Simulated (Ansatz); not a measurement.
# Effect of Li interstitial (started 2.31 Å from the nearest host atom), symmetric start on LiI

Consider a 16-atom supercell of LiI in the rock salt structure (space group Fm-3m, No. 225; a = 5.903 Å) at its relaxed geometry.

The change: one Li atom is added in an open site, starting 2.31 Å from the nearest host atom, atoms relaxed at fixed cell.

Method: PBEsol, PAW, 420 eV (Ansatz, an electronic-structure program; no spin-orbit coupling). k-mesh 4×4×4 (Γ-centred); smearing 0.01 eV (Fermi–Dirac).

The pressure goes from zero to 1.4 GPa and the largest displacement of a host atom from its site in the perfect cell is 0.30 Å. The final site of the added atom comes out as 4 I at 2.62 Å (tetrahedral).

Cost of the whole job for the changed cell (relaxation, final SCF and bands): around 30 core-minutes (rough).

The magnetic state is the one reached from the starting moments; the real material's order can differ, and small cells can't hold many antiferromagnetic ones. The cell is small, so the values are those of an ordered compound at a high defect concentration; dilute-limit values will differ. The mesh was chosen for an insulator and is coarse for the gapless case. The defect started on the symmetric site and kept its symmetry, so it may sit on a saddle. Seeded moments were not kept for Li interstitial (started 2.31 Å from the nearest host atom). The defect cell is spin-polarised and ends with 0.0 μB.
